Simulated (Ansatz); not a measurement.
GaN under changes of volume

One of the cells (11.310 Å³/atom); the others are scaled copies at fixed shape and fractional positions:

```
Ga N
1.0
     3.18000    0.00000    0.00000
    -1.59000    2.75396    0.00000
     0.00000    0.00000    5.16600
Ga N
2 2
Cartesian
  1.5900 0.9180 2.5830
  0.0000 1.8360 0.0000
  1.5900 0.9180 4.5203
  0.0000 1.8360 1.9373
```

| Property | Result |
| --- | --- |
| Program | Ansatz 0.2.0 |
| Functional | PBE |
| Potentials or basis | Ansatz PAW earlier set |
| Cutoff | 1020 eV (not typed: the program's choice for these potentials) |
| k mesh | 10 × 10 × 5 |
| Occupations | fermi-dirac, width 0.05 eV |
| Spin | no spin polarisation |

| volume (Å³/atom) | energy over the lowest point (meV/atom) | pressure (GPa) | gap on the mesh (eV) | largest force (eV/Å) |
| --- | --- | --- | --- | --- |
| 10.632 | 68.87 | 21.5 | 2.40 | 0.154 |
| 10.858 | 42.26 | 16.3 | 2.26 | 0.148 |
| 11.084 | ? | ? | ? | ? |
| 11.310 | 9.60 | 7.2 | 1.98 | 0.136 |
| 11.537 | 2.21 | 3.3 | 1.85 | 0.131 |
| 11.763 | 0.00 | -0.1 | 1.72 | 0.126 |
| 11.989 | 2.46 | -3.3 | 1.59 | 0.121 |

Task: What does the run at 11.084 Å³/atom give?

Result: Energy over the lowest point 22.74 meV/atom; pressure 11.5 GPa; gap on the mesh 2.12 eV; largest force 0.142 eV/Å.

Worked out: A Birch-Murnaghan fit of order 3 (a polynomial in V^(-2/3)) to the other rows has its minimum at 11.75 Å³/atom with B0 = V·E''(V) = 172 GPa and B' = 4.4 at fixed shape and positions, which overstates the stiffness. It gives 22.74 meV/atom at 11.084 Å³/atom, against the run's 22.74, and -dE/dV = 11.5 GPa, against 11.5. A straight line through the other rows of the gap, of slope -6.74 eV per unit of ln V (its deformation potential), gives 2.12 eV, against the run's 2.12.

Energies are extrapolated to zero smearing.

Caveats: odd divisions of the mesh miss points on the zone boundary, where band edges often lie, so the gap on the mesh can be too wide.

Spin-orbit coupling on Ga is left out.
